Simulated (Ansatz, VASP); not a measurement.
Ni: VASP beside Ansatz

```xyz
2
Lattice="2.4149 0.0000 0.0000 -1.2075 2.0914 0.0000 0.0000 0.0000 4.0178" Properties=species:S:1:pos:R:3 pbc="T T T"
Ni    1.2075    0.6971    3.0133
Ni    0.0000    1.3943    1.0044
```

Change from the starting cell: volume scaled by 0.96.

Alike in both runs: task single point; functional PBEsol; k mesh 12 × 12 × 7; occupations fermi-dirac, width 0.05 eV; collinear spin, ferromagnetic start.

```csv
,VASP,Ansatz
version,VASP 6.6.1,Ansatz 0.2.0
potentials or method,"VASP PAW PBE potentials, release 64 (Ni)",Ansatz PAW
plane-wave cutoff (eV),520,420
valence electrons in the cell,20,36
```

Ansatz gave:

| Quantity | Value |
| --- | --- |
| gap on the k mesh at the Fermi level (eV) | none |
| pressure (GPa) | 6.5 |
| largest component of the traceless stress (GPa) | 3.01 |
| net moment per atom (μB) | 0.63 |
| size of the moment on the site where the two differ most (μB) | 0.66 |

Q: What did VASP give for the same quantities?

A: gap on the k mesh at the Fermi level (eV): none; pressure (GPa): 6.3; largest component of the traceless stress (GPa): 2.89; net moment per atom (μB): 0.61; size of the moment on the site where the two differ most (μB): 0.62.

Site moments also hang on the region over which each program counts them. A gap of «none» marks a metal or a gap that the smearing closes. The two sets of potentials don't hold the same shells in valence.

Caveats: the PAW data sets were made with another functional, which shifts forces and pressure a little (VASP); the PAW data sets come from PBE, with cores solved anew for the run's functional, which leaves a small shift of forces and pressure (Ansatz).
